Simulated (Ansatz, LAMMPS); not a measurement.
# Amorphous TiO2 at 3.19 g/cm^3 (84 atoms) under strain, part 3 of 4

Aim: relax amorphous TiO2 at 3.19 g/cm^3 (84 atoms), then change its volume and shape to read moduli from the stress.

Ansatz 0.2.0; Kohn-Sham DFT, PBE, PAW (set soft_2), plane waves.

The cell: 28 Ti and 56 O. The quench rate of 50 K/ps is many orders above laboratory rates. The network of bonds at the start is that of the classical potential that made the cell. Only the Γ point is sampled.

So far. Step 5 (Volume -3 %): The relaxation converged after 11 steps, 0.380 eV below its start, with a largest force component of 0.028 eV/Å. Step 5 (Volume -3 %): Volume -3 %: the energy stands 0.192 eV above that of the reference, at a pressure of 1.49 GPa.

**6. Volume +3 %**

The relaxed cell is scaled to another volume.

Contents of input.yaml:

```yaml
crystal:
  lattice:
    - [10.52856, -0.06856, -0.17995]
    - [-0.06856, 11.28691, -0.05893]
    - [-0.17995, -0.05893, 10.50537]
  atoms:
    [... the 84 atom lines of step 4 ...]
kpoints:
  mp_grid: { grid: [1, 1, 1] }
hamiltonian:
  xc: pbe
scf:
  occupations: { method: fixed }
output:
  forces: true
  eigenvalues: true
  stress: true
relax:
  f_tol: 0.05
  max_steps: 70
```

Started as:

```
$ ansatz run input.yaml --threads 4 --pin off --max-ram 8192MiB --backend cpu --events-out ev --progress --plain --runs-dir out
```

Numbers of over 12 decimals in the logs are rounded to 6 here.

What it wrote:

```text
[...]
Crystal: 84 atoms, lattice volume = 1247.952 Å³
Basis set: ecut = 420 eV, 24393 PW (Γ), exchange–correlation on 144×160×144 points (8 copies of the dense FFT grid, shifted against one another)
Bands: 420, of which v1, the nominal top of the filled ones, is band 336 counted from 1 (335 counted from 0)
Symmetry: 1 space group operations
[...]
k-points: 1
[...]
SCF iter   1: F=—  HF=-101876.954539 eV  |F-HF|=—  |Δ(HF+E_count)|=         —  Δρ=4.00e-3  dr2=2.60e-1  ethr=1.77e-3  ⟨swp⟩=3.0  Hψ=1354  notcnv=0  defer=77
[...]
SCF iter   7: F=—  HF=-101876.934369 eV  |F-HF|=—  |Δ(HF+E_count)|=   5.19e-5  Δρ=6.87e-5  dr2=6.61e-5  ethr=3.72e-8  ⟨swp⟩=2.0  Hψ=522  notcnv=0  defer=82
SCF iter   8: F=-101876.934383 eV  HF=-101876.934379 eV  |F-HF|=4.00e-6  |Δ(HF+E_count)|=   9.30e-6  Δρ=2.75e-5  dr2=1.09e-5  ethr=9.30e-9  ⟨swp⟩=11.0  Hψ=1862  notcnv=0
SCF 1 converged in 8 iterations: F = -101876.934383 eV  dr2 = 1.09e-5
[...]
relax step   1: F+E_penalty+E_count = -101876.93438275 eV  Δ(F+E_penalty+E_count) = +0.000e0 eV  max|allowed force component| = 3.979e-1 eV/Å  Δτ_max = 0.0000 Å  (8 SCF iters, dr2 threshold 6.25e-5 eV, accepted)
[...]
relax step   2: F+E_penalty+E_count = -101877.15742336 eV  Δ(F+E_penalty+E_count) = -2.230e-1 eV  max|allowed force component| = 1.919e-1 eV/Å  Δτ_max = 0.0558 Å  (8 SCF iters, dr2 threshold 9.89e-6 eV, accepted)
[...]
relax step   3: F+E_penalty+E_count = -101877.22444066 eV  Δ(F+E_penalty+E_count) = -6.702e-2 eV  max|allowed force component| = 1.388e-1 eV/Å  Δτ_max = 0.0457 Å  (10 SCF iters, accepted)
relax step   4: F+E_penalty+E_count = -101877.22046333 eV  Δ(F+E_penalty+E_count) = +3.977e-3 eV  max|allowed force component| = 2.750e-1 eV/Å  Δτ_max = 0.2000 Å  (10 SCF iters, dr2 threshold 4.48e-6 eV, rejected (line search))
relax step   5: F+E_penalty+E_count = -101877.26431936 eV  Δ(F+E_penalty+E_count) = -3.988e-2 eV  max|allowed force component| = 7.145e-2 eV/Å  Δτ_max = 0.0977 Å  (12 SCF iters, accepted)
relax step   6: F+E_penalty+E_count = -101877.27563193 eV  Δ(F+E_penalty+E_count) = -1.131e-2 eV  max|allowed force component| = 9.546e-2 eV/Å  Δτ_max = 0.1000 Å  (11 SCF iters, accepted)
relax step   7: F+E_penalty+E_count = -101877.28079059 eV  Δ(F+E_penalty+E_count) = -5.159e-3 eV  max|allowed force component| = 1.006e-1 eV/Å  Δτ_max = 0.0453 Å  (10 SCF iters, accepted)
relax step   8: F+E_penalty+E_count = -101877.28522102 eV  Δ(F+E_penalty+E_count) = -4.430e-3 eV  max|allowed force component| = 5.846e-2 eV/Å  Δτ_max = 0.0877 Å  (7 SCF iters, dr2 threshold 1.01e-5 eV, accepted)
relax step   9: F+E_penalty+E_count = -101877.28573781 eV  Δ(F+E_penalty+E_count) = -5.168e-4 eV  max|allowed force component| = 1.213e-1 eV/Å  Δτ_max = 0.0357 Å  (10 SCF iters, accepted)
relax step  10: F+E_penalty+E_count = -101877.28722604 eV  Δ(F+E_penalty+E_count) = -1.488e-3 eV  max|allowed force component| = 3.791e-2 eV/Å  Δτ_max = 0.0462 Å  (7 SCF iters, dr2 threshold 4.97e-6 eV, accepted)
[...]
relax step  11: F+E_penalty+E_count = -101877.28722708 eV  Δ(F+E_penalty+E_count) = -1.043e-6 eV  max|allowed force component| = 3.807e-2 eV/Å  Δτ_max = 0.0000 Å  (5 SCF iters, accepted)
SCF converged after 5 iterations
Free energy (F): -101877.287227 eV
[...]
Internal energy: -101877.287227 eV  (E = F + TS)
E sigma→0 (E₀):  -101877.287227 eV
Fermi energy:    4.079119 eV
[...]
Σ components = -101877.287227   (vs F -101877.287227, Δ=0.00e0)
--- Forces (eV/Å), atoms counted from 1 ---
  atom   1  Ti     0.00853717     0.01192969    -0.00000490
  atom   2  Ti    -0.00751924    -0.00959672     0.02589500
  atom   3  Ti    -0.00089483    -0.00372115    -0.00024542
  atom   4  Ti     0.00004069    -0.01159665     0.00021611
[...]
atom  84  O      0.00231146     0.00730891    -0.00870077
  max |Σ_I F_I| component: 1.67e-5 eV/Å
--- Stress (GPa, compression-positive) ---
       -1.191831      -0.097060      -0.148726
       -0.097060      -1.442861       0.231642
       -0.148726       0.231642      -1.401302
  P = ⅓ Tr σ = -1.3453 GPa (-13.453 kbar)
--- Band table (eV) ---
[...]
--- Relaxed structure (11 steps of the walk, 10 accepted, 0 SCFs on fresh bases) ---
  F+E_penalty+E_count = -101877.28722708 eV   max|allowed force component| = 3.807e-2 eV/Å
  atoms:
    - { symbol: Ti, position: [0.124141, 0.079358, 0.895104] }
    - { symbol: Ti, position: [0.907026, 0.806043, 0.065020] }
    - { symbol: Ti, position: [0.883403, 0.561041, 0.362999] }
    - { symbol: Ti, position: [0.066500, 0.445456, 0.769263] }
[...]
- { symbol: O, position: [0.408870, 0.182286, 0.073355] }
```

Wall time 2.9 min (4 threads of Arm Neoverse V2, shared host); peak memory 1.6 GiB; 11 min of CPU time.

The relaxation converged after 11 steps, 0.353 eV below its start, with a largest force component of 0.038 eV/Å.

Volume +3 %: the energy stands 0.167 eV above that of the reference, at a pressure of -1.35 GPa.

**7. Volume -6 %**

The relaxed cell is scaled to another volume.

Input and log are left out; they have the form of those shown for this kind of step.

Elapsed: 3.3 min, on 4 threads of Arm Neoverse V2, shared host; peak memory 1.5 GiB; 13 min of CPU time.

The relaxation converged after 14 steps, 1.95 eV below its start, with a largest force component of 0.043 eV/Å.

Volume -6 %: the energy stands 0.414 eV above that of the reference, at a pressure of 2.65 GPa.

**8. Volume +6 %**

The relaxed cell is scaled to another volume.

Input and log are left out; they have the form of those shown for this kind of step.

Run time: 4.7 min. Hardware: 4 threads of Arm Neoverse V2, shared host; peak memory 1.7 GiB.

The relaxation converged after 17 steps, 1.41 eV below its start, with a largest force component of 0.022 eV/Å.

Volume +6 %: the energy stands 0.542 eV above that of the reference, at a pressure of -1.87 GPa.

**9. Volume -10 %**

The relaxed cell is scaled to another volume.

input.yaml, the sections that differ from step 6:

```yaml
crystal:
  lattice:
    - [10.06555, -0.06555, -0.17204]
    - [-0.06555, 10.79055, -0.05634]
    - [-0.17204, -0.05634, 10.04338]
  atoms:
    [... the 84 atom lines of step 4 ...]
# kpoints, hamiltonian, scf, output, relax: as in step 6
```

What it wrote:

```text
[...]
Crystal: 84 atoms, lattice volume = 1090.444 Å³
Basis set: ecut = 420 eV, 21297 PW (Γ), exchange–correlation on 144×150×144 points (8 copies of the dense FFT grid, shifted against one another)
Bands: 420, of which v1, the nominal top of the filled ones, is band 336 counted from 1 (335 counted from 0)
Symmetry: 1 space group operations
[...]
k-points: 1
[...]
SCF iter   1: F=—  HF=-101870.407259 eV  |F-HF|=—  |Δ(HF+E_count)|=         —  Δρ=4.40e-3  dr2=2.38e-1  ethr=1.77e-3  ⟨swp⟩=3.0  Hψ=1354  notcnv=0  defer=77
[...]
SCF iter   6: F=—  HF=-101870.384371 eV  |F-HF|=—  |Δ(HF+E_count)|=   1.44e-4  Δρ=1.21e-4  dr2=1.61e-4  ethr=8.66e-8  ⟨swp⟩=2.0  Hψ=543  notcnv=0  defer=82
SCF iter   7: F=-101870.384409 eV  HF=-101870.384407 eV  |F-HF|=1.22e-6  |Δ(HF+E_count)|=   3.62e-5  Δρ=4.42e-5  dr2=2.47e-5  ethr=9.30e-9  ⟨swp⟩=10.0  Hψ=2076  notcnv=0
SCF 1 converged in 7 iterations: F = -101870.384409 eV  dr2 = 2.47e-5
[...]
relax step   1: F+E_penalty+E_count = -101870.38440868 eV  Δ(F+E_penalty+E_count) = +0.000e0 eV  max|allowed force component| = 1.644e0 eV/Å  Δτ_max = 0.0000 Å  (7 SCF iters, dr2 threshold 6.25e-5 eV, accepted)
[...]
relax step   2: F+E_penalty+E_count = -101873.40812700 eV  Δ(F+E_penalty+E_count) = -3.024e0 eV  max|allowed force component| = 8.074e-1 eV/Å  Δτ_max = 0.1676 Å  (8 SCF iters, dr2 threshold 1.00e-4 eV, accepted)
[...]
relax step   3: F+E_penalty+E_count = -101874.59910226 eV  Δ(F+E_penalty+E_count) = -1.191e0 eV  max|allowed force component| = 5.218e-1 eV/Å  Δτ_max = 0.1868 Å  (8 SCF iters, dr2 threshold 4.07e-5 eV, accepted)
relax step   4: F+E_penalty+E_count = -101875.17177220 eV  Δ(F+E_penalty+E_count) = -5.727e-1 eV  max|allowed force component| = 3.280e-1 eV/Å  Δτ_max = 0.2000 Å  (8 SCF iters, dr2 threshold 6.57e-5 eV, accepted)
relax step   5: F+E_penalty+E_count = -101875.47635742 eV  Δ(F+E_penalty+E_count) = -3.046e-1 eV  max|allowed force component| = 3.045e-1 eV/Å  Δτ_max = 0.2000 Å  (8 SCF iters, dr2 threshold 4.25e-5 eV, accepted)
relax step   6: F+E_penalty+E_count = -101875.65349846 eV  Δ(F+E_penalty+E_count) = -1.771e-1 eV  max|allowed force component| = 2.861e-1 eV/Å  Δτ_max = 0.1949 Å  (8 SCF iters, dr2 threshold 3.66e-5 eV, accepted)
relax step   7: F+E_penalty+E_count = -101875.73759189 eV  Δ(F+E_penalty+E_count) = -8.409e-2 eV  max|allowed force component| = 3.127e-1 eV/Å  Δτ_max = 0.2000 Å  (8 SCF iters, dr2 threshold 7.06e-5 eV, accepted)
relax step   8: F+E_penalty+E_count = -101875.78124562 eV  Δ(F+E_penalty+E_count) = -4.365e-2 eV  max|allowed force component| = 1.262e-1 eV/Å  Δτ_max = 0.2000 Å  (7 SCF iters, dr2 threshold 8.63e-5 eV, accepted)
relax step   9: F+E_penalty+E_count = -101875.78695263 eV  Δ(F+E_penalty+E_count) = -5.707e-3 eV  max|allowed force component| = 2.143e-1 eV/Å  Δτ_max = 0.1004 Å  (9 SCF iters, dr2 threshold 2.59e-6 eV, accepted)
relax step  10: F+E_penalty+E_count = -101875.82223389 eV  Δ(F+E_penalty+E_count) = -3.528e-2 eV  max|allowed force component| = 1.966e-1 eV/Å  Δτ_max = 0.2000 Å  (9 SCF iters, dr2 threshold 7.48e-6 eV, accepted)
relax step  11: F+E_penalty+E_count = -101875.83033776 eV  Δ(F+E_penalty+E_count) = -8.104e-3 eV  max|allowed force component| = 1.020e-1 eV/Å  Δτ_max = 0.0189 Å  (5 SCF iters, dr2 threshold 3.25e-5 eV, accepted)
relax step  12: F+E_penalty+E_count = -101875.80928807 eV  Δ(F+E_penalty+E_count) = +2.105e-2 eV  max|allowed force component| = 1.302e-1 eV/Å  Δτ_max = 0.2000 Å  (10 SCF iters, dr2 threshold 2.80e-6 eV, rejected (line search))
[...]
relax step  13: F+E_penalty+E_count = -101875.83851466 eV  Δ(F+E_penalty+E_count) = -8.177e-3 eV  max|allowed force component| = 3.591e-2 eV/Å  Δτ_max = 0.0725 Å  (11 SCF iters, accepted)
SCF converged after 11 iterations
Free energy (F): -101875.838515 eV
[...]
Internal energy: -101875.838515 eV  (E = F + TS)
E sigma→0 (E₀):  -101875.838515 eV
Fermi energy:    5.600908 eV
[...]
Σ components = -101875.838515   (vs F -101875.838515, Δ=0.00e0)
--- Forces (eV/Å), atoms counted from 1 ---
  atom   1  Ti     0.00296276     0.01829148    -0.00041162
  atom   2  Ti     0.00945994    -0.01126462     0.01834441
  atom   3  Ti     0.01442410    -0.01066449     0.00547903
  atom   4  Ti     0.00513540     0.02544832     0.00409718
[...]
atom  84  O      0.01683762    -0.01863834    -0.02865320
  max |Σ_I F_I| component: 1.01e-4 eV/Å
--- Stress (GPa, compression-positive) ---
        5.609022       0.367755       0.675484
        0.367755       4.452814      -0.685366
        0.675484      -0.685366       4.951826
  P = ⅓ Tr σ = 5.0046 GPa (50.046 kbar)
--- Band table (eV) ---
[...]
--- Relaxed structure (13 steps of the walk, 12 accepted, 0 SCFs on fresh bases) ---
  F+E_penalty+E_count = -101875.83851466 eV   max|allowed force component| = 3.591e-2 eV/Å
  atoms:
    - { symbol: Ti, position: [0.105554, 0.076024, 0.884345] }
    - { symbol: Ti, position: [0.897391, 0.779456, 0.112082] }
    - { symbol: Ti, position: [0.911205, 0.593959, 0.370026] }
    - { symbol: Ti, position: [0.065010, 0.428771, 0.788270] }
[...]
- { symbol: O, position: [0.432137, 0.158952, 0.043630] }
```

It took 3 min on 4 threads; peak memory 1.5 GiB.

The relaxation converged after 13 steps, 5.45 eV below its start, with a largest force component of 0.036 eV/Å.

Volume -10 %: the energy stands 1.62 eV above that of the reference, at a pressure of 5.00 GPa.

**10. Stretched by 1 % along x**

The relaxed cell is strained along x alone, which gives the stiffness along x and its coupling to y and z.

input.yaml, the sections that differ from step 9:

```yaml
crystal:
  lattice:
    - [10.52958, -0.06789, -0.17819]
    - [-0.06857, 11.17625, -0.05835]
    - [-0.17997, -0.05835, 10.40237]
  atoms:
    [... the 84 atom lines of step 4 ...]
# kpoints, hamiltonian, scf, output, relax: as in step 9
```

What it wrote:

```text
[...]
Crystal: 84 atoms, lattice volume = 1223.719 Å³
Basis set: ecut = 420 eV, 23959 PW (Γ), exchange–correlation on 144×150×144 points (8 copies of the dense FFT grid, shifted against one another)
Bands: 420, of which v1, the nominal top of the filled ones, is band 336 counted from 1 (335 counted from 0)
Symmetry: 1 space group operations
[...]
k-points: 1
[...]
SCF iter   1: F=—  HF=-101877.372440 eV  |F-HF|=—  |Δ(HF+E_count)|=         —  Δρ=4.01e-3  dr2=2.51e-1  ethr=1.77e-3  ⟨swp⟩=3.0  Hψ=1354  notcnv=0  defer=77
[...]
SCF iter   7: F=-101877.353416 eV  HF=-101877.353435 eV  |F-HF|=1.81e-5  |Δ(HF+E_count)|=   4.95e-5  Δρ=6.58e-5  dr2=5.91e-5  ethr=9.30e-9  ⟨swp⟩=10.0  Hψ=2060  notcnv=0
SCF 1 converged in 7 iterations: F = -101877.353416 eV  dr2 = 5.91e-5
[...]
relax step   1: F+E_penalty+E_count = -101877.35341649 eV  Δ(F+E_penalty+E_count) = +0.000e0 eV  max|allowed force component| = 4.261e-1 eV/Å  Δτ_max = 0.0000 Å  (7 SCF iters, dr2 threshold 6.25e-5 eV, accepted)
[...]
relax step   2: F+E_penalty+E_count = -101877.39914262 eV  Δ(F+E_penalty+E_count) = -4.573e-2 eV  max|allowed force component| = 1.962e-1 eV/Å  Δτ_max = 0.0205 Å  (7 SCF iters, dr2 threshold 1.13e-5 eV, accepted)
[...]
relax step   3: F+E_penalty+E_count = -101877.41170562 eV  Δ(F+E_penalty+E_count) = -1.256e-2 eV  max|allowed force component| = 6.095e-2 eV/Å  Δτ_max = 0.0161 Å  (10 SCF iters, accepted)
relax step   4: F+E_penalty+E_count = -101877.35090682 eV  Δ(F+E_penalty+E_count) = +6.080e-2 eV  max|allowed force component| = 3.384e-1 eV/Å  Δτ_max = 0.1679 Å  (12 SCF iters, rejected (line search))
[...]
relax step   5: F+E_penalty+E_count = -101877.41812660 eV  Δ(F+E_penalty+E_count) = -6.421e-3 eV  max|allowed force component| = 3.449e-2 eV/Å  Δτ_max = 0.0454 Å  (12 SCF iters, accepted)
SCF converged after 12 iterations
Free energy (F): -101877.418127 eV
[...]
Internal energy: -101877.418127 eV  (E = F + TS)
E sigma→0 (E₀):  -101877.418127 eV
Fermi energy:    4.341828 eV
[...]
--- Forces (eV/Å), atoms counted from 1 ---
  atom   1  Ti     0.01576378     0.00655220    -0.01127364
  atom   2  Ti     0.01022646    -0.01697249    -0.00168937
  atom   3  Ti     0.00368624    -0.00909546     0.00494984
  atom   4  Ti    -0.00929421     0.00578531     0.00960675
  atom   5  Ti     0.01159318    -0.01211754     0.00992202
  atom   6  Ti    -0.00658132     0.00324385    -0.00087897
  atom   7  Ti     0.01062173     0.01108177    -0.00843942
  atom   8  Ti     0.00623126    -0.00429149     0.00720845
  atom   9  Ti     0.02007464    -0.00038294     0.02423239
  atom  10  Ti     0.01211676    -0.01628539    -0.00376019
  atom  11  Ti     0.00248403    -0.01038798     0.01840340
  atom  12  Ti    -0.00953587    -0.00369086    -0.00550629
  atom  13  Ti     0.00763825     0.00882243     0.00732688
  atom  14  Ti    -0.00554264    -0.00479743    -0.00211711
[...]
atom  83  O     -0.00134243     0.00267754    -0.00462647
  atom  84  O      0.01465537    -0.00462414     0.00095173
  max |Σ_I F_I| component: 6.01e-5 eV/Å
--- Stress (GPa, compression-positive) ---
       -0.910176      -0.059273      -0.053625
       -0.059273      -0.408991       0.048714
       -0.053625       0.048714      -0.338173
  P = ⅓ Tr σ = -0.5524 GPa (-5.524 kbar)
--- Band table (eV) ---
[...]
--- Relaxed structure (5 steps of the walk, 4 accepted, 0 SCFs on fresh bases) ---
  F+E_penalty+E_count = -101877.41812660 eV   max|allowed force component| = 3.449e-2 eV/Å
  atoms:
    - { symbol: Ti, position: [0.120288, 0.079168, 0.892790] }
    - { symbol: Ti, position: [0.905770, 0.800602, 0.066197] }
    - { symbol: Ti, position: [0.891739, 0.563517, 0.367389] }
    - { symbol: Ti, position: [0.059978, 0.447332, 0.769045] }
[...]
- { symbol: O, position: [0.409907, 0.179346, 0.071210] }
```

The job ended after 83 s (4 threads; peak memory 1.6 GiB).

The relaxation converged after 5 steps, 0.0647 eV below its start, with a largest force component of 0.034 eV/Å.

Stretched by 1 % along x: the energy stands 0.0362 eV above that of the reference, at a pressure of -0.552 GPa.

**11. Compressed by 1 % along x**

The relaxed cell is strained along x alone, which gives the stiffness along x and its coupling to y and z.

input.yaml, the sections that differ from step 10:

```yaml
crystal:
  lattice:
    - [10.32108, -0.06789, -0.17819]
    - [-0.06721, 11.17625, -0.05835]
    - [-0.17641, -0.05835, 10.40237]
  atoms:
    [... the 84 atom lines of step 4 ...]
# kpoints, hamiltonian, scf, output, relax: as in step 10
```

What it wrote:

```text
[...]
Crystal: 84 atoms, lattice volume = 1199.488 Å³
Basis set: ecut = 420 eV, 23485 PW (Γ), exchange–correlation on 144×150×144 points (8 copies of the dense FFT grid, shifted against one another)
Bands: 420, of which v1, the nominal top of the filled ones, is band 336 counted from 1 (335 counted from 0)
Symmetry: 1 space group operations
[...]
k-points: 1
[...]
SCF iter   1: F=—  HF=-101877.370899 eV  |F-HF|=—  |Δ(HF+E_count)|=         —  Δρ=4.02e-3  dr2=2.40e-1  ethr=1.77e-3  ⟨swp⟩=3.0  Hψ=1354  notcnv=0  defer=77
[...]
SCF iter   6: F=—  HF=-101877.352396 eV  |F-HF|=—  |Δ(HF+E_count)|=   1.06e-4  Δρ=1.26e-4  dr2=2.10e-4  ethr=1.02e-7  ⟨swp⟩=2.0  Hψ=519  notcnv=0  defer=82
SCF iter   7: F=-101877.352428 eV  HF=-101877.352439 eV  |F-HF|=1.13e-5  |Δ(HF+E_count)|=   4.33e-5  Δρ=5.89e-5  dr2=4.62e-5  ethr=9.30e-9  ⟨swp⟩=10.0  Hψ=2043  notcnv=0
SCF 1 converged in 7 iterations: F = -101877.352428 eV  dr2 = 4.62e-5
[...]
relax step   1: F+E_penalty+E_count = -101877.35242816 eV  Δ(F+E_penalty+E_count) = +0.000e0 eV  max|allowed force component| = 4.312e-1 eV/Å  Δτ_max = 0.0000 Å  (7 SCF iters, dr2 threshold 6.25e-5 eV, accepted)
[...]
relax step   2: F+E_penalty+E_count = -101877.39781888 eV  Δ(F+E_penalty+E_count) = -4.539e-2 eV  max|allowed force component| = 1.872e-1 eV/Å  Δτ_max = 0.0203 Å  (6 SCF iters, dr2 threshold 1.16e-5 eV, accepted)
[...]
relax step   3: F+E_penalty+E_count = -101877.40991320 eV  Δ(F+E_penalty+E_count) = -1.209e-2 eV  max|allowed force component| = 4.828e-2 eV/Å  Δτ_max = 0.0153 Å  (9 SCF iters, accepted)
SCF converged after 9 iterations
Free energy (F): -101877.409913 eV
[...]
Internal energy: -101877.409913 eV  (E = F + TS)
E sigma→0 (E₀):  -101877.409913 eV
Fermi energy:    4.553761 eV
[...]
Σ components = -101877.409913   (vs F -101877.409913, Δ=0.00e0)
--- Forces (eV/Å), atoms counted from 1 ---
  atom   1  Ti    -0.02335651     0.01834320    -0.00869440
  atom   2  Ti    -0.02661411    -0.02274385     0.02760572
  atom   3  Ti     0.01907201    -0.00519403     0.01076785
  atom   4  Ti     0.02076976    -0.00650255    -0.02468281
[...]
atom  84  O     -0.01159783     0.00221688    -0.00530107
  max |Σ_I F_I| component: 9.51e-5 eV/Å
--- Stress (GPa, compression-positive) ---
        1.140649       0.044217       0.026411
        0.044217       0.546740      -0.036987
        0.026411      -0.036987       0.484716
  P = ⅓ Tr σ = 0.7240 GPa (7.240 kbar)
--- Band table (eV) ---
[...]
--- Relaxed structure (3 steps of the walk, 3 accepted, 0 SCFs on fresh bases) ---
  F+E_penalty+E_count = -101877.40991320 eV   max|allowed force component| = 4.828e-2 eV/Å
  atoms:
    - { symbol: Ti, position: [0.118482, 0.078521, 0.892427] }
    - { symbol: Ti, position: [0.906321, 0.800073, 0.065945] }
    - { symbol: Ti, position: [0.893243, 0.566144, 0.367681] }
    - { symbol: Ti, position: [0.058753, 0.445961, 0.771877] }
[...]
- { symbol: O, position: [0.409540, 0.178349, 0.067837] }
```

It took 43 s on 4 threads; peak memory 1.6 GiB.

The relaxation converged after 3 steps, 0.0575 eV below its start, with a largest force component of 0.048 eV/Å.

Compressed by 1 % along x: the energy stands 0.0444 eV above that of the reference, at a pressure of 0.724 GPa.

(Continued in part 4 of 4.)

[Logs are printed without paths, hosts, clocks, repeated set-up lines and the standing remarks that a program may print on its own settings, such as how far it seeks lower states.]

[Hosts, paths, dates, database ids (printed as entryN), source tags and the programs' standing remarks are cut or masked in the printed files.]
